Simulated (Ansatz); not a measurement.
Crystal: Sb.

```
CELL_PARAMETERS angstrom
3.12240 0.00000 0.00000
0.00000 4.34752 0.00000
-0.03891 0.00000 4.40585
ATOMIC_POSITIONS crystal
Sb 0.01139 0.25000 0.24117
Sb 0.98861 0.75000 0.75883
```

This isn't the form of Sb at room conditions, which is rhombohedral.

| Property | Result |
| --- | --- |
| Program | Ansatz 0.2.0 |
| Task | relaxation of cell and atoms |
| Functional | HSEsol |
| Potentials or basis | Ansatz PAW |
| Cutoff | 420 eV (not typed: the program's choice for these potentials) |
| k mesh | 5 × 3 × 3 |
| Occupations | fermi-dirac, width 0.05 eV |
| Spin | no spin polarisation |

At the start: volume 29.90 Å³/atom.

How do energy, volume and symmetry change on relaxing?

It ends after 9 steps and the volume is 29.12 Å³/atom (-2.6 %); space group P2_1/m (No. 11, to 0.05 Å).

The path:
```
step  energy change (eV)  largest force (eV/Å)  volume (Å³)
   1              0.0000                0.2198        59.81
   2             -0.0202                0.0839        56.25
   3             -0.0482                0.1837        57.54
   4             -0.0584                0.1534        57.98
   5             -0.0689                0.0546        58.30
   6             -0.0702                0.0054        58.25
   7             -0.0704                0.0108        58.24
   8             -0.0705                0.0011        58.24
   9             -0.0701                0.0012        58.24
```

Final structure:
```
CELL_PARAMETERS angstrom
3.17928 0.00000 -0.07052
0.00000 4.16106 0.00000
-0.13913 0.00000 4.40550
ATOMIC_POSITIONS crystal
Sb 0.00641 0.25000 0.22072
Sb 0.99359 0.75000 0.77928
```

Caveat: the k mesh is coarse (spacing up to 0.48 Å⁻¹), so the values aren't converged, least of all with exact exchange; the plane-wave basis is chosen anew once the cell has moved, so the energies of steps on either side of that aren't comparable; the PAW data sets come from PBE, with cores solved anew for the run's functional, which leaves a small shift of forces and pressure.
